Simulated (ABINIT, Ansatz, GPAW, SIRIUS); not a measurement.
One calculation of Sb, 4 ways

```xyz
2
Lattice="3.3545 0.0000 0.0000 -1.6773 2.9051 0.0000 0.0000 0.0000 5.4702" Properties=species:S:1:pos:R:3 pbc="T T T"
Sb    1.7140    0.9717    4.1111
Sb   -0.0346    1.9248    1.3982
```

This isn't the form of Sb at room conditions, which is rhombohedral.

Atoms were shifted at random by some hundredths of an Å from the given cell, which wasn't relaxed again for these runs.

Alike in all runs: task single point; functional PBEsol; k mesh 9 × 9 × 5; occupations fermi-dirac, width 0.05 eV; no spin polarisation; no spin-orbit coupling. Pressure is positive in compression and, in plane waves, holds the error of the finite cutoff.

```json
{"program and potentials": "GPAW, PAW data sets generated for this functional", "plane-wave cutoff (eV)": "600", "notes": "-", "pressure (GPa)": "-1.89", "energy over the undisturbed cell (meV/atom)": "-1.26"}
{"program and potentials": "SIRIUS, PseudoDojo 0.4.1 PBEsol standard (scalar relativistic)", "plane-wave cutoff (eV)": "1102", "notes": "-", "pressure (GPa)": "-1.54", "energy over the undisturbed cell (meV/atom)": "-1.22"}
{"program and potentials": "ABINIT, PseudoDojo NC SR PBEsol v0.4.1 standard", "plane-wave cutoff (eV)": "1088", "notes": "-", "pressure (GPa)": "-1.58", "energy over the undisturbed cell (meV/atom)": "-"}
{"program and potentials": "Ansatz, all-electron LAPW, scalar-relativistic", "plane-wave cutoff (eV)": "-", "notes": "-", "pressure (GPa)": "-1.55", "energy over the undisturbed cell (meV/atom)": "-"}
```

Force on atom 2 (Sb), eV/Å:

```csv
program and potentials,x,y,z
"GPAW, PAW data sets generated for this functional",-0.027,-0.007,0.034
"SIRIUS, PseudoDojo 0.4.1 PBEsol standard (scalar relativistic)",-0.026,-0.007,0.028
"ABINIT, PseudoDojo NC SR PBEsol v0.4.1 standard",-0.026,-0.006,0.029
"Ansatz, all-electron LAPW, scalar-relativistic",-0.026,-0.006,0.032
```

The pressure spans -1.89 (GPAW, PAW data sets generated for this functional) to -1.54 GPa (SIRIUS, PseudoDojo 0.4.1 PBEsol standard (scalar relativistic)), with all-electron results at -1.55.

The functional is the same throughout but for its coding, so the spread measures potentials, basis and numerics; runs on potential files found faulty are left out.
